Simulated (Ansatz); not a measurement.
## CdGeAs2: changing the functional

The cell as given:

```
Cd As Ge
1.0
    -2.98887    2.98887    5.66430
     2.98887   -2.98887    5.66430
     2.98887    2.98887   -5.66430
Cd As Ge
2 4 2
Direct
  0.50000 0.50000 0.00000
  0.25000 0.75000 0.50000
  0.09622 0.12500 0.47122
  0.37500 0.90378 0.02878
  0.65378 0.62500 0.52878
  0.87500 0.34622 0.97122
  0.75000 0.25000 0.50000
  0.00000 0.00000 0.00000
```

The cell is a database's computed one, not the measured one.

Kept alike: task relaxation of cell and atoms; k mesh 6 × 6 × 6; occupations fermi-dirac, width 0.05 eV; no spin polarisation. Program: Ansatz, Ansatz PAW. Cutoffs run from 420 to 500 eV. The mesh is that of the run's cell of 8 atoms. No spin-orbit coupling.

| run | band gap (eV) | volume (Å³/atom) |
| --- | --- | --- |
| A | 0.180 | 26.261 |
| B | 0.104 | 25.260 |
| C | 0.205 | 24.211 |
| D | 0.202 | 24.969 |

Spin-orbit coupling, left out here, moves the band edges of heavy atoms and can close or invert small gaps. Gaps hold for each row's own relaxed cell. The relaxations keep at least the cell's symmetry (I-42d). Relaxations stop with a little pressure left, so the last digits of a volume or edge aren't settled. A gap read on the mesh alone can miss an edge between its points. All rows use potentials made for PBE.

Q: The runs differ in the functional (and the cutoff that goes with it) alone: LDA; PBE; PBEsol; r2SCAN. Which run is which?

A: Run A is PBE; run B is r2SCAN; run C is LDA; run D is PBEsol. The band gap runs from 0.104 (r2SCAN) to 0.205 eV (LDA). From PBE: LDA +0.025; PBEsol +0.022; r2SCAN -0.076. The volume runs from 24.211 (LDA) to 26.261 Å³/atom (PBE). From PBE: LDA -2.050; PBEsol -1.292; r2SCAN -1.001.
